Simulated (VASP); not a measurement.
# GaCo (Pm-3m) in VASP: notebook

One crystal, GaCo, is run at these levels: PBEsol, PBE; tasks: single point.

All numbers are computed with VASP 6.6.1; they aren't measurements. Logs are shortened: lines on timing, memory, paths and dates and some standing lists are left out, and cuts for length are marked.

## (1) The undisturbed crystal

Symmetry: Pm-3m, No. 221, cubic system. Conventional cell: a = 2.878 Å, b = 2.878 Å, c = 2.878 Å, α = 90.00°, β = 90.00°, γ = 90.00°. Ga (site symmetry m-3m) has 8 Co at 2.49 Å as nearest neighbours. Around Co (site symmetry m-3m) lie 8 Ga at 2.49 Å.

## (2) Single point, PBEsol, collinear spin, typed start (volume scaled by 0.96)

INCAR reads:

```
PREC = Accurate
ENCUT = 520
EDIFF = 1E-6
ISMEAR = 1
SIGMA = 0.1
LREAL = F
LASPH = T
NELM = 150
ALGO = Normal
ISIF = 2
LWAVE = F
LCHARG = T
ISPIN = 2
MAGMOM = 0 2
LORBIT = 11
LMAXMIX = 4
GGA = PS
LELF = T
LVHAR = T
NBANDS = 22
```

KPOINTS reads:

```
regular mesh
0
Gamma
  9 9 9
```

POSCAR reads:

```
GaCo
1.0
    2.8391033400      0.0000000000      0.0000000000
    0.0000000000      2.8391033400      0.0000000000
    0.0000000000      0.0000000000      2.8391033400
Ga Co
1 1
Direct
    0.5000000000      0.5000000000      0.5000000000
    0.0000000000      0.0000000000      0.0000000000
```

Potentials or basis: VASP PAW PBE potentials, release 64 (Ga_d, Co).

The run is started by

```
$ cat potpaw_PBE.64/Ga_d/POTCAR potpaw_PBE.64/Co/POTCAR > POTCAR
$ mpirun -np 1 vasp_std > vasp.out
```

OUTCAR:

```text
PREC = Accurate
   ENCUT = 520
   EDIFF = 1E-6
   ISMEAR = 1
   LREAL = F
   LASPH = T
   NELM = 150
   ISIF = 2
   ISPIN = 2
   LORBIT = 11
   GGA = PS

 ion  position               nearest neighbor table
   1  0.500  0.500  0.500-   2 2.46   2 2.46   2 2.46   2 2.46   2 2.46   2 2.46   2 2.46   2 2.46

   2  0.000  0.000  0.000-   1 2.46   1 2.46   1 2.46   1 2.46   1 2.46   1 2.46   1 2.46   1 2.46

  LATTYP: Found a simple cubic cell.
 ALAT       =     2.8391033400

  Lattice vectors:

 A1 = (   2.8391033400,   0.0000000000,   0.0000000000)
 A2 = (   0.0000000000,   2.8391033400,   0.0000000000)
 A3 = (   0.0000000000,   0.0000000000,   2.8391033400)

Analysis of symmetry for initial positions (statically):
=====================================================================
 Subroutine PRICEL returns:
 Original cell was already a primitive cell.

 Routine SETGRP: Setting up the symmetry group for a
 simple cubic supercell.

 Subroutine GETGRP returns: Found 48 space group operations
 (whereof 48 operations were pure point group operations)
 out of a pool of 48 trial point group operations.

The static configuration has the point symmetry O_h .

Analysis of symmetry for dynamics (positions and initial velocities):
=====================================================================
 Subroutine PRICEL returns:
 Original cell was already a primitive cell.

 Routine SETGRP: Setting up the symmetry group for a
 simple cubic supercell.

 Subroutine GETGRP returns: Found 48 space group operations
 (whereof 48 operations were pure point group operations)
 out of a pool of 48 trial point group operations.

The dynamic configuration has the point symmetry O_h .

Analysis of structural, dynamic, and magnetic symmetry:
=====================================================================
 Subroutine PRICEL returns:
 Original cell was already a primitive cell.

 Routine SETGRP: Setting up the symmetry group for a
 simple cubic supercell.

 Subroutine GETGRP returns: Found 48 space group operations
 (whereof 48 operations were pure point group operations)
 out of a pool of 48 trial point group operations.

The overall configuration has the point symmetry O_h .

 Subroutine INISYM returns: Found 48 space group operations
 (whereof 48 operations are pure point group operations),
 and found     1 'primitive' translations

----------------------------------------------------------------------------------------

                                     Primitive cell

  volume of cell :      22.8846

  direct lattice vectors                    reciprocal lattice vectors
     2.839103340  0.000000000  0.000000000     0.352223882  0.000000000  0.000000000
     0.000000000  2.839103340  0.000000000     0.000000000  0.352223882  0.000000000
     0.000000000  0.000000000  2.839103340     0.000000000  0.000000000  0.352223882

  length of vectors
     2.839103340  2.839103340  2.839103340     0.352223882  0.352223882  0.352223882

  position of ions in fractional coordinates (direct lattice)
     0.500000000  0.500000000  0.500000000
     0.000000000  0.000000000  0.000000000

  ion indices of the primitive-cell ions
   primitive index   ion index
                 1           1
                 2           2

----------------------------------------------------------------------------------------

 KPOINTS: regular mesh

Automatic generation of k-mesh.
 Grid dimensions read from file:
 generate k-points for:    9    9    9

 Generating k-lattice:

  Cartesian coordinates                     Fractional coordinates (reciprocal lattice)
     0.039135987  0.000000000  0.000000000     0.111111111  0.000000000  0.000000000
     0.000000000  0.039135987  0.000000000     0.000000000  0.111111111  0.000000000
     0.000000000  0.000000000  0.039135987     0.000000000  0.000000000  0.111111111

  Length of vectors
     0.039135987  0.039135987  0.039135987

  Shift w.r.t. Gamma in fractional coordinates (k-lattice)
     0.000000000  0.000000000  0.000000000

 Subroutine IBZKPT returns following result:
 ===========================================

 Found     35 irreducible k-points:

 Following reciprocal coordinates:
            Coordinates               Weight
  0.000000  0.000000  0.000000      1.000000
  0.111111  0.000000  0.000000      6.000000
  0.222222  0.000000  0.000000      6.000000
  0.333333  0.000000  0.000000      6.000000
  0.444444  0.000000  0.000000      6.000000
  0.111111  0.111111  0.000000     12.000000
[... 16 lines left out ...]
  0.333333  0.333333  0.111111     24.000000
  0.444444  0.333333  0.111111     48.000000
 [... further k-points ...]
   k-points           NKPTS =     35   k-points in BZ     NKDIM =     35   number of bands    NBANDS=     22
   number of dos      NEDOS =    301   number of ions     NIONS =      2
   total plane-waves  NPLWV =  13824
   dimension x,y,z NGX =    24 NGY =   24 NGZ =   24
   dimension x,y,z NGXF=    48 NGYF=   48 NGZF=   48
   ions per type =               1   1
   NGX,Y,Z   is equivalent  to a cutoff of  14.05, 14.05, 14.05 a.u.
   NGXF,Y,Z  is equivalent  to a cutoff of  28.11, 28.11, 28.11 a.u.
 SYSTEM =  unknown system
   PREC   = accura    normal or accurate (medium, high low for compatibility)
   ISTART =      0    job   : 0-new  1-cont  2-samecut
   ICHARG =      2    charge: 1-file 2-atom 10-const
   ISPIN  =      2    spin polarized calculation?
   LNONCOLLINEAR =      F non collinear calculations
   LSORBIT =      F    spin-orbit coupling
   LASPH  =      T    aspherical Exc in radial PAW
   ENCUT  =  520.0 eV  38.22 Ry    6.18 a.u.   5.28  5.28  5.28*2*pi/ulx,y,z
   NELM   =    150;   NELMIN=  2; NELMDL= -5     # of ELM steps
   EDIFF  = 0.1E-05   stopping-criterion for ELM
   LREAL  =      F    real-space projection
   EDIFFG = 0.1E-04   stopping-criterion for IOM
   NSW    =      0    number of steps for IOM
   IBRION =     -1    ionic relax: 0-MD 1-quasi-New 2-CG
   NFREE  =      0    steps in history (QN), initial steepest desc. (CG)
   ISIF   =      2    stress and relaxation
   ISYM   =      2    0-nonsym 1-usesym 2-fastsym
   POTIM  = 0.5000    time-step for ionic-motion
   TEBEG  =    0.0;   TEEND  =   0.0 temperature during run
   PSTRESS=    0.0 pullay stress
   NELECT =      22.0000    total number of electrons
   NUPDOWN=      -1.0000    fix difference up-down
   EMIN   =  10.00;   EMAX   =-10.00  energy-range for DOS
   EFERMI =   0.00;   METHOD = LEGACY
   ISMEAR =     1;   SIGMA  =   0.10  broadening in eV -4-tet -1-fermi 0-gaus
   EFERMI_NEDOS =   21; number of points for ismear=-14 and -15
   IALGO  =     38    algorithm
   IMIX   =      4    mixing-type and parameters
     AMIX     =   0.40;   BMIX     =  1.00
     AMIX_MAG =   1.60;   BMIX_MAG =  1.00
  volume/ion in A,a.u.               =      11.44        77.22
  Fermi-wavevector in a.u.,A,eV,Ry     =   1.615727  3.053280 35.518992  2.610572
  Thomas-Fermi vector in A             =   2.710428
   LORBIT       =     11    0 simple, 1 ext, 2 COOP (PROOUT), +10 PAW based schemes
   GGA     = PS    functional components
   LHFCALC =     F    Hartree Fock is set to
   AEXX    =    0.0000 exact exchange contribution
   IVDW    =     0    specifies the selected vdW correction
   LEPSILON=     F    determine dielectric tensor
   LRPA    =     F    only Hartree local field effects (RPA)
 spin polarized calculation
 Methfessel and Paxton  Order N= 1 SIGMA  =   0.10
  energy-cutoff  :      520.00
  volume of cell :       22.88
 maximum number of plane-waves:       635
 NGX is ok and might be reduce to    24
   NGX = 11   NGY = 11   NGZ = 11

 number of electron      21.9999997 magnetization       0.0024771

 number of electron      21.9999997 magnetization      -0.0000463

 Free energy of the ion-electron system (eV)
  ---------------------------------------------------
  ext. energy  EPLUGINS =         0.00000000
  ---------------------------------------------------
  free energy    TOTEN  =       -11.77151004 eV

  energy without entropy =      -11.77257515  energy(sigma->0) =      -11.77186508

 E-fermi :  10.1773     XC(G=0): -13.5906

 val. band max:       10.1751919471   @ k =   0.4444   0.3333   0.3333
 cond. band min:      10.1830159230   @ k =   0.4444   0.3333   0.0000
 fundamental gap:      0.0078239759
 Fermi energy:        10.1773116476

 spin component 1

 k-point     1 :       0.0000    0.0000    0.0000
  band No.  band energies     occupation
      1      -5.0023      1.00000
      2      -5.0023      1.00000
      3      -4.6108      1.00000
      4      -4.6108      1.00000
      5      -4.6108      1.00000
      6      -2.2703      1.00000
[... 14 lines left out ...]
     21      36.3671      0.00000
     22      36.3671      0.00000
[... 552 lines left out ...]
  band No.  band energies     occupation
      1      -4.9145      1.00000
      2      -4.8079      1.00000
      3      -4.7529      1.00000
      4      -4.7213      1.00000
      5      -4.5224      1.00000
      6       3.0883      1.00000
[... 14 lines left out ...]
     21      34.3833      0.00000
     22      36.1129      0.00000

 [... further k-points ...]

 spin component 2

 k-point     1 :       0.0000    0.0000    0.0000
  band No.  band energies     occupation
      1      -5.0023      1.00000
      2      -5.0023      1.00000
      3      -4.6108      1.00000
      4      -4.6108      1.00000
      5      -4.6108      1.00000
      6      -2.2704      1.00000
[... 14 lines left out ...]
     21      36.3670      0.00000
     22      36.3670      0.00000
[... 552 lines left out ...]
  band No.  band energies     occupation
      1      -4.9145      1.00000
      2      -4.8078      1.00000
      3      -4.7529      1.00000
      4      -4.7213      1.00000
      5      -4.5224      1.00000
      6       3.0882      1.00000
[... 14 lines left out ...]
     21      34.3832      0.00000
     22      36.1129      0.00000

 [... further k-points ...]
[... 5 lines left out ...]
  --------------------------------------------------------------------------------------
  -------------------------------------------------------------------------------------
  Total        0.0425326      0.0425326      0.0425326     -0.0000000     -0.0000000      0.0000000
  in kB        2.9777542      2.9777542      2.9777542     -0.0000000     -0.0000000      0.0000000
  external PRESSURE =       2.9777542 kB  Pullay stress =       0.0000000 kB

 VOLUME and BASIS-vectors are now :
 -----------------------------------------------------------------------------
  energy-cutoff  :      520.00
  volume of cell :       22.88
      direct lattice vectors                 reciprocal lattice vectors
     2.839103340  0.000000000  0.000000000     0.352223882  0.000000000  0.000000000
     0.000000000  2.839103340  0.000000000     0.000000000  0.352223882  0.000000000
     0.000000000  0.000000000  2.839103340     0.000000000  0.000000000  0.352223882

 POSITION                                       TOTAL-FORCE (eV/Angst)
 -----------------------------------------------------------------------------------
      1.41955      1.41955      1.41955         0.000000      0.000000      0.000000
      0.00000      0.00000      0.00000         0.000000      0.000000      0.000000
 -----------------------------------------------------------------------------------
    total drift:                                0.000000      0.000000     -0.000000

  FREE ENERGIE OF THE ION-ELECTRON SYSTEM (eV)
  ---------------------------------------------------
  free  energy   TOTEN  =       -11.7715100396 eV

  energy  without entropy=      -11.7725751465  energy(sigma->0) =      -11.77186508

 total charge

# of ion       s       p       d       tot
------------------------------------------
    1        0.854   0.931  10.069  11.854
    2        0.401   0.489   7.540   8.430
--------------------------------------------------
tot          1.255   1.420  17.609  20.284

 magnetization (x)

# of ion       s       p       d       tot
------------------------------------------
    1       -0.000  -0.000  -0.000  -0.000
    2        0.000   0.000  -0.000  -0.000
--------------------------------------------------
tot         -0.000   0.000  -0.000  -0.000
```

Wall time 17 s (1 thread of Intel Xeon 6975P-C (Granite Rapids), shared host); peak memory 0.16 GiB.

Results:

```yaml
Free_energy: -11.7715 eV
Pressure: 0.3 GPa
Band_gap_on_the_k_mesh: none (metal or under the smearing width)
Net_moment: 0.00 μB per cell
Valence_electrons_inside_the_program's_atomic_spheres: Ga 11.85; Co 8.43
```

Levels at points of the mesh, in eV from the Fermi level:
Spin up:
| k point | band 7 | band 8 | band 9 | band 10 | band 11 | band 12 | band 13 | band 14 | band 15 | band 16 |
| --- | --- | --- | --- | --- | --- | --- | --- | --- | --- | --- |
| (0.00, 0.00, 0.00) | -2.72 | -2.72 | -0.77 | -0.77 | -0.77 | 5.32 | 5.32 | 5.32 | 11.34 | 11.34 |
Spin down:
```
           k point  band 7  band 8  band 9  band 10  band 11  band 12  band 13  band 14  band 15  band 16
(0.00, 0.00, 0.00)   -2.72   -2.72   -0.77    -0.77    -0.77     5.32     5.32     5.32    11.34    11.34
```

Caveat: the starting moments collapsed, and a magnetic state may lie lower; the PAW data sets were made with another functional, which shifts forces and pressure a little.

## (3) Single point, PBE, collinear spin, typed start (volume scaled by 0.98)

INCAR reads:

```
SYSTEM = GaCo
ALGO = Normal ; EDIFF = 1E-6
ENCUT = 520 ; GGA = PE
ISIF = 2 ; ISMEAR = -1
ISPIN = 2 ; LASPH = .True.
LCHARG = .False. ; LMAXMIX = 4
LORBIT = 11 ; LREAL = .False.
LWAVE = .False. ; MAGMOM = 0 2
NBANDS = 22 ; NELM = 150
PREC = Accurate ; SIGMA = 0.05
```

KPOINTS reads:

```
k-points
0
Gamma
  9 9 9
  0 0 0
```

POSCAR reads:

```
GaCo
1.0
    2.8586839818      0.0000000000      0.0000000000
    0.0000000000      2.8586839818      0.0000000000
    0.0000000000      0.0000000000      2.8586839818
Ga Co
1 1
Direct
    0.5000000000      0.5000000000      0.5000000000
    0.0000000000      0.0000000000      0.0000000000
```

Potentials or basis: VASP PAW PBE potentials, release 64 (Ga_d, Co).

The run is started by

```
$ cat potpaw_PBE.64/Ga_d/POTCAR potpaw_PBE.64/Co/POTCAR > POTCAR
$ mpirun -np 1 vasp_std > vasp.out
```

Wall time 51 s (1 thread of Intel Xeon Platinum 8259CL at 2.50GHz (Skylake/Cascade Lake), shared host); peak memory 0.16 GiB.

The run converged. Its results:

| Quantity | Value |
| --- | --- |
| Free energy | -10.4733 eV |
| Pressure | 4.8 GPa |
| Band gap on the k mesh | none (metal or under the smearing width) |
| Net moment | 0.00 μB per cell |
| Valence electrons inside the program's atomic spheres | Ga 11.82; Co 8.39 |

Levels at points of the mesh, in eV from the Fermi level:
Spin up:
| k point | band 9 | band 10 | band 11 | band 12 | band 13 | band 14 |
| --- | --- | --- | --- | --- | --- | --- |
| (0.00, 0.00, 0.00) | -0.75 | -0.75 | -0.75 | 5.29 | 5.29 | 5.29 |
Spin down:
| k point | band 9 | band 10 | band 11 | band 12 | band 13 | band 14 |
| --- | --- | --- | --- | --- | --- | --- |
| (0.00, 0.00, 0.00) | -0.75 | -0.75 | -0.75 | 5.29 | 5.29 | 5.29 |

Caveat: the starting moments collapsed, and a magnetic state may lie lower.

## (4) Single point, PBE, collinear spin, typed start (volume scaled by 1.06)

INCAR reads:

```
SYSTEM = GaCo
PREC = Accurate ; ENCUT = 520
EDIFF = 1E-6 ; ISMEAR = -1
SIGMA = 0.05 ; LREAL = .FALSE.
LASPH = .TRUE. ; NELM = 150
ALGO = Normal ; ISIF = 2
LWAVE = .FALSE. ; LCHARG = .FALSE.
ISPIN = 2 ; MAGMOM = 0 2
LORBIT = 11 ; LMAXMIX = 4
GGA = PE ; NBANDS = 22
```

KPOINTS reads:

```
Automatic mesh
0
G
  9 9 9
  0 0 0
```

POSCAR reads:

```
GaCo
1.0
    2.9344457029      0.0000000000      0.0000000000
    0.0000000000      2.9344457029      0.0000000000
    0.0000000000      0.0000000000      2.9344457029
Ga Co
1 1
Direct
    0.5000000000      0.5000000000      0.5000000000
    0.0000000000      0.0000000000      0.0000000000
```

The run is started by

```
$ cat potpaw_PBE.64/Ga_d/POTCAR potpaw_PBE.64/Co/POTCAR > POTCAR
$ mpirun -np 1 vasp_std > vasp.out
```

Run time: 47 s. Hardware: 1 thread of Intel Xeon Platinum 8259CL at 2.50GHz (Skylake/Cascade Lake), shared host; peak memory 0.16 GiB.

It converged, with:

| Property | Result |
| --- | --- |
| Free energy | -10.4464 eV |
| Pressure | -8.2 GPa |
| Band gap on the k mesh | none (metal or under the smearing width) |
| Net moment | 0.10 μB per cell |
| Site moments | Ga -0.01; Co +0.11 μB |
| Valence electrons inside the program's atomic spheres | Ga 11.70; Co 8.25 |

Levels at points of the mesh, in eV from the Fermi level:
Spin up:
```csv
k point,band 8,band 9,band 10,band 11,band 12,band 13,band 14,band 15
"(0.00, 0.00, 0.00)",-2.38,-0.68,-0.68,-0.68,5.04,5.04,5.04,10.69
```
Spin down:
| k point | band 9 | band 10 | band 11 | band 12 | band 13 | band 14 |
| --- | --- | --- | --- | --- | --- | --- |
| (0.00, 0.00, 0.00) | -0.61 | -0.61 | -0.61 | 5.04 | 5.04 | 5.04 |
